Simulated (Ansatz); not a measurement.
# Two-dimensional strain map in KZnF₃

Computed with DFT PBE, scalar-relativistic, plane waves, PAW (Ansatz). Cutoff 420 eV, Γ-centred 6×6×6 k-points, Gaussian smearing of 0.05 eV. No spin polarisation. Energies are free energies at this smearing, counted from the undisturbed cell; pressure is positive in compression.

The starting cell (as given, not relaxed at this level; it stands at 4.6 GPa, and it needn't be the usual structure):

```
K Zn F
1.0
     4.05000    0.00000    0.00000
     0.00000    4.05000    0.00000
     0.00000    0.00000    4.05000
K Zn F
1 1 3
Cartesian
  0.0000 0.0000 0.0000
  2.0250 2.0250 2.0250
  2.0250 2.0250 0.0000
  0.0000 2.0250 2.0250
  2.0250 0.0000 2.0250
```

The cell is strained by p along both x and y and by q along z, fractional coordinates fixed. Points are written (p, q).

p was sampled at -0.050, -0.025, 0.000, 0.025, 0.050 and q at -0.050, -0.025, 0.000, 0.025, 0.050.

Question: Where on the computed points is the energy highest, and how high?

Answer: At (-0.050, -0.050): 154.4 meV/atom.

Question: Away from (0, 0), which computed point is lowest?

Answer: (0.025, 0.025): -9.6 meV/atom.

The map, in meV/atom:

```
 p \ q  -0.050  -0.025  0.000  0.025  0.050
-0.050   154.4   115.9   89.0   71.0   60.3
-0.025    81.3    50.6   30.5   18.9   14.0
 0.000    37.4    13.7    0.0   -5.9   -5.6
 0.025    16.4    -1.1   -9.1   -9.6   -4.6
 0.050    13.2     1.4   -1.5    2.7   12.1
```